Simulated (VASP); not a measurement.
# LaH3 (Fm-3m) in VASP: a series of runs

Runs on LaH3. Level: LDA. Tasks: single point.

All numbers are computed with VASP 6.6.1; they aren't measurements. Logs are shortened: lines on timing, memory, paths and dates and some standing lists are left out, and cuts for length are marked.

**1. Starting point**

The structure is cubic, space group Fm-3m (No. 225). The conventional cell has a = 5.573 Å, b = 5.573 Å, c = 5.573 Å, α = 90.00°, β = 90.00°, γ = 90.00°. La (site symmetry m-3m) is surrounded by 8 H at 2.41 Å. Around H (site symmetry -43m) lie 4 La at 2.41 Å and 4 H at 2.41 Å. H (site symmetry m-3m) has 8 H at 2.41 Å as nearest neighbours.

The cell comes from a database or a generator and needn't be the stable form of this composition.

**2. Single point, LDA**

INCAR reads:

```
PREC = Accurate
ENCUT = 450
EDIFF = 1E-6
ISMEAR = 0
SIGMA = 0.05
LREAL = F
LASPH = T
NELM = 100
ALGO = Normal
ISIF = 2
LWAVE = F
LCHARG = F
GGA = CA
NBANDS = 15
ADDGRID = F
```

KPOINTS reads:

```
regular mesh
0
Gamma
  6 6 6
```

POSCAR reads:

```
LaH3
1.0
    0.0000000000      2.7864794500      2.7864794500
    2.7864794500      0.0000000000      2.7864794500
    2.7864794500      2.7864794500      0.0000000000
La H
1 3
Direct
    0.0000000000      0.0000000000      0.0000000000
    0.2500000000      0.2500000000      0.2500000000
    0.7500000000      0.7500000000      0.7500000000
    0.5000000000      0.5000000000      0.5000000000
```

Potentials or basis: VASP PAW LDA potentials, release 64 (La, H).

On the command line:

```
cat potpaw_LDA.64/La/POTCAR potpaw_LDA.64/H/POTCAR > POTCAR
mpirun -np 1 vasp_std > vasp.out
```

OUTCAR:

```text
PREC = Accurate
   ENCUT = 450
   EDIFF = 1E-6
   ISMEAR = 0
   LREAL = F
   LASPH = T
   NELM = 100
   ISIF = 2
   GGA = CA

 Found     16 irreducible k-points:

 Following reciprocal coordinates:
            Coordinates               Weight
  0.000000  0.000000  0.000000      1.000000
  0.166667  0.000000  0.000000      8.000000
  0.333333  0.000000  0.000000      8.000000
  0.500000  0.000000  0.000000      4.000000
  0.166667  0.166667  0.000000      6.000000
  0.333333  0.166667  0.000000     24.000000
   k-points           NKPTS =     16   k-points in BZ     NKDIM =     16   number of bands    NBANDS=     15
   number of dos      NEDOS =    301   number of ions     NIONS =      4
   total plane-waves  NPLWV =  21952
   dimension x,y,z NGX =    28 NGY =   28 NGZ =   28
   dimension x,y,z NGXF=    56 NGYF=   56 NGZF=   56
   ions per type =               1   3
   NGX,Y,Z   is equivalent  to a cutoff of  11.81, 11.81, 11.81 a.u.
   NGXF,Y,Z  is equivalent  to a cutoff of  23.62, 23.62, 23.62 a.u.
 SYSTEM =  unknown system
   PREC   = accura    normal or accurate (medium, high low for compatibility)
   ISTART =      0    job   : 0-new  1-cont  2-samecut
   ICHARG =      2    charge: 1-file 2-atom 10-const
   ISPIN  =      1    spin polarized calculation?
   LNONCOLLINEAR =      F non collinear calculations
   LSORBIT =      F    spin-orbit coupling
   LASPH  =      T    aspherical Exc in radial PAW
   ENCUT  =  450.0 eV  33.07 Ry    5.75 a.u.   6.82  6.82  6.82*2*pi/ulx,y,z
   NELM   =    100;   NELMIN=  2; NELMDL= -5     # of ELM steps
   EDIFF  = 0.1E-05   stopping-criterion for ELM
   LREAL  =      F    real-space projection
   EDIFFG = 0.1E-04   stopping-criterion for IOM
   NSW    =      0    number of steps for IOM
   IBRION =     -1    ionic relax: 0-MD 1-quasi-New 2-CG
   NFREE  =      0    steps in history (QN), initial steepest desc. (CG)
   ISIF   =      2    stress and relaxation
   ISYM   =      2    0-nonsym 1-usesym 2-fastsym
   POTIM  = 0.5000    time-step for ionic-motion
   TEBEG  =    0.0;   TEEND  =   0.0 temperature during run
   PSTRESS=    0.0 pullay stress
   NELECT =      14.0000    total number of electrons
   NUPDOWN=      -1.0000    fix difference up-down
   EMIN   =  10.00;   EMAX   =-10.00  energy-range for DOS
   EFERMI =   0.00;   METHOD = LEGACY
   ISMEAR =     0;   SIGMA  =   0.05  broadening in eV -4-tet -1-fermi 0-gaus
   EFERMI_NEDOS =   21; number of points for ismear=-14 and -15
   IALGO  =     38    algorithm
   IMIX   =      4    mixing-type and parameters
     AMIX     =   0.40;   BMIX     =  1.00
     AMIX_MAG =   1.60;   BMIX_MAG =  1.00
  volume/ion in A,a.u.               =      10.82        73.00
  Fermi-wavevector in a.u.,A,eV,Ry     =   1.123876  2.123817 17.185477  1.263097
  Thomas-Fermi vector in A             =   2.260545
   LORBIT       =      0    0 simple, 1 ext, 2 COOP (PROOUT), +10 PAW based schemes
   GGA     = CA    functional components
   LHFCALC =     F    Hartree Fock is set to
   AEXX    =    0.0000 exact exchange contribution
   IVDW    =     0    specifies the selected vdW correction
   LEPSILON=     F    determine dielectric tensor
   LRPA    =     F    only Hartree local field effects (RPA)
 non-spin polarized calculation
 Gauss-broadening in eV      SIGMA  =   0.05
  energy-cutoff  :      450.00
  volume of cell :       43.27
 maximum number of plane-waves:       960
   NGX = 13   NGY = 13   NGZ = 13

 number of electron      14.0000001 magnetization

 Free energy of the ion-electron system (eV)
  ---------------------------------------------------
  ext. energy  EPLUGINS =         0.00000000
  ---------------------------------------------------
  free energy    TOTEN  =       -18.57831593 eV

  energy without entropy =      -18.57777682  energy(sigma->0) =      -18.57804637

 E-fermi :   7.6194     XC(G=0): -10.2964

 val. band max:        6.9134922735   @ k =   0.1667   0.0000   0.0000
 cond. band min:       7.6600539063   @ k =   0.5000   0.0000   0.0000
 fundamental gap:      0.7465616327
 Fermi energy:         7.6193829149

 k-point     1 :       0.0000    0.0000    0.0000
  band No.  band energies     occupation
      1     -25.6613      2.00000
      2      -8.9393      2.00000
      3      -8.9393      2.00000
      4      -8.9393      2.00000
      5      -0.4565      2.00000
      6       4.6550      2.00000
      7       7.8220      0.00000
      8       7.8220      0.00000
      9       7.8220      0.00000
     10       8.1499      0.00000
     11       8.6730      0.00000
     12       8.6730      0.00000
     13       8.6730      0.00000
     14       9.2502      0.00000
     15       9.2502      0.00000

 k-point     2 :       0.1667    0.0000    0.0000
  band No.  band energies     occupation
      1     -25.6292      2.00000
      2      -9.2760      2.00000
      3      -8.9722      2.00000
      4      -8.9722      2.00000
      5       0.1973      2.00000
      6       3.8931      2.00000
      7       6.9135      2.00000
      8       7.9661      0.00000
      9       7.9661      0.00000
     10       8.6429      0.00000
     11       8.6429      0.00000
     12       8.7037      0.00000
     13       9.2503      0.00000
     14       9.2503      0.00000
     15       9.2539      0.00000

 k-point     3 :       0.3333    0.0000    0.0000
  band No.  band energies     occupation
      1     -25.5640      2.00000
      2      -9.8661      2.00000
      3      -9.0369      2.00000
      4      -9.0369      2.00000
      5       1.3044      2.00000
      6       3.3705      2.00000
      7       5.7813      2.00000
      8       7.8365      0.00000
      9       7.8365      0.00000
     10       8.7035      0.00000
     11       8.7035      0.00000
     12       9.0981      0.00000
     13       9.1771      0.00000
     14       9.1771      0.00000
     15       9.2610      0.00000

 k-point     4 :       0.5000    0.0000    0.0000
  band No.  band energies     occupation
      1     -25.5309      2.00000
      2     -10.1310      2.00000
      3      -9.0686      2.00000
      4      -9.0686      2.00000
      5       1.5573      2.00000
      6       3.6032      2.00000
      7       5.4659      2.00000
      8       7.6601      0.25000
      9       7.6601      0.25000
     10       8.7471      0.00000
     11       8.7471      0.00000
     12       9.1462      0.00000
     13       9.1462      0.00000
     14       9.1487      0.00000
     15       9.2646      0.00000

 k-point     5 :       0.1667    0.1667    0.0000
  band No.  band energies     occupation
      1     -25.6186      2.00000
      2      -9.2822      2.00000
      3      -9.0326      2.00000
      4      -9.0326      2.00000
      5       0.4128      2.00000
      6       3.6158      2.00000
      7       6.3906      2.00000
      8       8.1468      0.00000
      9       8.1468      0.00000
     10       8.6293      0.00000
     11       8.8100      0.00000
     12       8.8100      0.00000
     13       9.0866      0.00000
     14       9.4486      0.00000
     15       9.4528      0.00000

 k-point     6 :       0.3333    0.1667    0.0000
  band No.  band energies     occupation
      1     -25.5646      2.00000
      2      -9.7074      2.00000
      3      -9.1299      2.00000
      4      -9.1101      2.00000
      5       1.4544      2.00000
      6       3.0422      2.00000
      7       5.0969      2.00000
      8       8.2677      0.00000
      9       8.5203      0.00000
     10       8.7137      0.00000
     11       8.8350      0.00000
     12       9.0290      0.00000
     13       9.0593      0.00000
     14       9.2891      0.00000
     15       9.5596      0.00000

 [... further k-points ...]

------------------------ aborting loop because EDIFF is reached ----------------------------------------

  FORCE on cell =-STRESS in cart. coord.  units (eV):
  Direction    XX          YY          ZZ          XY          YZ          ZX
  --------------------------------------------------------------------------------------
  -------------------------------------------------------------------------------------
  Total       -1.3344318     -1.3344318     -1.3344318     -0.0000000      0.0000000     -0.0000000
  in kB      -49.4093845    -49.4093845    -49.4093845     -0.0000000      0.0000000     -0.0000000
  external PRESSURE =     -49.4093845 kB  Pullay stress =       0.0000000 kB

 VOLUME and BASIS-vectors are now :
 -----------------------------------------------------------------------------
  energy-cutoff  :      450.00
  volume of cell :       43.27
      direct lattice vectors                 reciprocal lattice vectors
     0.000000000  2.786479450  2.786479450    -0.179437892  0.179437892  0.179437892
     2.786479450  0.000000000  2.786479450     0.179437892 -0.179437892  0.179437892
     2.786479450  2.786479450  0.000000000     0.179437892  0.179437892 -0.179437892

 POSITION                                       TOTAL-FORCE (eV/Angst)
 -----------------------------------------------------------------------------------
      0.00000      0.00000      0.00000        -0.000000     -0.000000     -0.000000
      1.39324      1.39324      1.39324         0.000000      0.000000      0.000000
      4.17972      4.17972      4.17972        -0.000000     -0.000000     -0.000000
      2.78648      2.78648      2.78648        -0.000000     -0.000000     -0.000000
 -----------------------------------------------------------------------------------
    total drift:                               -0.000000     -0.000000      0.000000

  FREE ENERGIE OF THE ION-ELECTRON SYSTEM (eV)
  ---------------------------------------------------
  free  energy   TOTEN  =       -18.5783159305 eV

  energy  without entropy=      -18.5777768178  energy(sigma->0) =      -18.57804637
```

It took 9.4 s on 1 thread of Intel Xeon Platinum 8488C (Sapphire Rapids), shared host; peak memory 0.15 GiB.

The run converged, but some of its settings lie outside the range that counts as converged, so its numbers aren't taken as properties of the crystal.

Results:

| Quantity | Value |
| --- | --- |
| Free energy | -18.5783 eV |
| Pressure | -4.9 GPa |
| Band gap on the k mesh | none (metal or under the smearing width) |

**3. Single point, LDA**

INCAR is that of step 2.

KPOINTS is that of step 2.

POSCAR reads:

```
LaH3
1.0
    0.0000000000      2.7864794500      2.7864794500
    2.7864794500      0.0000000000      2.7864794500
    2.7864794500      2.7864794500      0.0000000000
La H
1 3
Direct
    0.0010720000     -0.0024160000     -0.0049440000
    0.2532360000      0.2274950000      0.2357170000
    0.7573300000      0.7385030000      0.7643790000
    0.4948670000      0.5128930000      0.4979460000
```

Potentials or basis: VASP PAW LDA potentials, release 64 (La, H).

On the command line:

```
cat potpaw_LDA.64/La/POTCAR potpaw_LDA.64/H/POTCAR > POTCAR
mpirun -np 1 vasp_std > vasp.out
```

Wall time 39 s (1 thread of Intel Xeon Platinum 8488C (Sapphire Rapids), shared host); peak memory 0.19 GiB.

The run converged, but some of its settings lie outside the range that counts as converged, so its numbers aren't taken as properties of the crystal.

Results:

| Property | Result |
| --- | --- |
| Free energy | -18.5508 eV |
| Pressure | -4.8 GPa |
| Largest force | 0.339 eV/Å |
| Band gap on the k mesh | none (metal or under the smearing width) |

(Part 1 of 2 ends here.)
